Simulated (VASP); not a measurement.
Here is a VASP 6.6.1 calculation.

INCAR

```
PREC = Accurate ; ENCUT = 520
EDIFF = 1E-6 ; ISMEAR = 0
SIGMA = 0.05 ; LREAL = False
LASPH = True ; NELM = 100
ALGO = Normal ; ISIF = 2
LWAVE = False ; LCHARG = False
ISPIN = 2 ; MAGMOM = 0.5 -0.5 0
LORBIT = 11 ; LMAXMIX = 4
LDAU = True ; LDAUTYPE = 2
LDAUL = -1 2 ; LDAUU = 0 8
LDAUJ = 0 0 ; LDAUPRINT = 1
GGA = PS ; NBANDS = 22
```

File KPOINTS:

```
Automatic mesh
0
Gamma
  6 6 4
```

Contents of POSCAR:

```
Te2Pt
1.0
    4.0179994500      0.0000000000      0.0000000000
   -2.0089997300      3.4796896000      0.0000000000
    0.0000000000      0.0000000000      5.2119993300
Te Pt
2 1
Direct
    0.3333333333      0.6666666667      0.2500000000
    0.6666666667      0.3333333333      0.7500000000
    0.0000000000      0.0000000000      0.0000000000
```

Potentials or basis: VASP PAW PBE potentials, release 64 (Te, Pt).

Launch:

```console
$ cat potpaw_PBE.64/Te/POTCAR potpaw_PBE.64/Pt/POTCAR > POTCAR
$ mpirun -np 1 vasp_std > vasp.out
```

Problem. What does it give for the net moment?

Solution. 0.00 μB per cell.

Problem. Predict the largest force.

Solution. 0.215 eV/Å.

Stress tensor (GPa, compression positive):
```
-2.66  0.00  0.00
 0.00 -2.66  0.00
 0.00  0.00 -2.21
```

Caveat: the PAW data sets were made with another functional, which shifts forces and pressure a little; the U is typed as a test and isn't derived for this compound. Spin-orbit coupling is left out, which matters for the levels of Pt, Te.
